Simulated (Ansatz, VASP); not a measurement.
# MgH2 in VASP and in Ansatz

```
CELL_PARAMETERS angstrom
0.00000 2.38107 2.38107
2.38107 0.00000 2.38107
2.38107 2.38107 0.00000
ATOMIC_POSITIONS crystal
Mg 0.00000 0.00000 0.00000
H 0.75000 0.75000 0.75000
H 0.25000 0.25000 0.25000
```

Measurements of this composition are mostly on another form, of space group No. 136.

Alike in both runs: task single point; functional PBE; k mesh 8 × 8 × 8; occupations gaussian, width 0.1 eV; no spin polarisation.

|  | VASP | Ansatz |
| --- | --- | --- |
| version | VASP 6.6.1 | Ansatz 0.2.0 |
| potentials or method | VASP PAW PBE potentials, release 64 (Mg, H) | scalar-relativistic, plane waves, PAW |
| plane-wave cutoff (eV) | 520 | 420 |
| valence electrons in the cell | 4 | 12 |

Ansatz gave:

| Property | Result |
| --- | --- |
| gap on the k mesh at the Fermi level (eV) | none |
| pressure (GPa) | -0.3 |

Question: Estimate VASP's values.

Answer: gap on the k mesh at the Fermi level (eV): none; pressure (GPa): -0.7.

A gap of «none» marks a metal or a gap that the smearing closes. The functional is the same, so the differences come from potentials, cutoffs and numerics. The two sets of potentials don't hold the same shells in valence.
